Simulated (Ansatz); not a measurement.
**Mn under changes of volume**

One of the cells (10.754 Å³/atom); the others are scaled copies at fixed shape and fractional positions:

```
Mn
1.0
     2.48365    0.00000    0.00000
    -1.24182    2.15090    0.00000
     0.00000    0.00000    4.02620
Mn
2
Direct
  0.33333 0.66667 0.25000
  0.66667 0.33333 0.75000
```

This isn't the form of Mn at room conditions, which is a 58-atom cubic cell.

```yaml
Program: Ansatz 0.2.0
Functional: r2SCAN
Potentials_or_basis: Ansatz PAW
Cutoff: "500 eV (not typed: the program's choice for these potentials)"
k_mesh: 12 × 12 × 7
Occupations: fermi-dirac, width 0.05 eV
Spin: collinear spin, ferromagnetic start
Starting_moments: "[4.0, 4.0] μB"
```

```csv
volume (Å³/atom),energy over the lowest point (meV/atom),pressure (GPa)
10.109,?,?
10.324,58.05,16.6
10.539,39.77,11.8
10.754,27.18,9.5
10.969,13.32,11.1
11.184,0.00,8.4
```

Question: What does the run at 10.109 Å³/atom give?

Answer: Energy over the lowest point 83.85 meV/atom; pressure 22.4 GPa.

Worked out: A Birch-Murnaghan fit of order 3 (a polynomial in V^(-2/3)) to the other rows has no minimum within the range. It gives 83.15 meV/atom at 10.109 Å³/atom, against the run's 83.85, and -dE/dV = 22.6 GPa, against 22.4.

Energies are extrapolated to zero smearing.

Caveats: the magnetic or orbital state may not be the lowest; the PAW data sets come from PBE, with cores solved anew for the run's functional, which leaves a small shift of forces and pressure; the starting moments weren't kept.
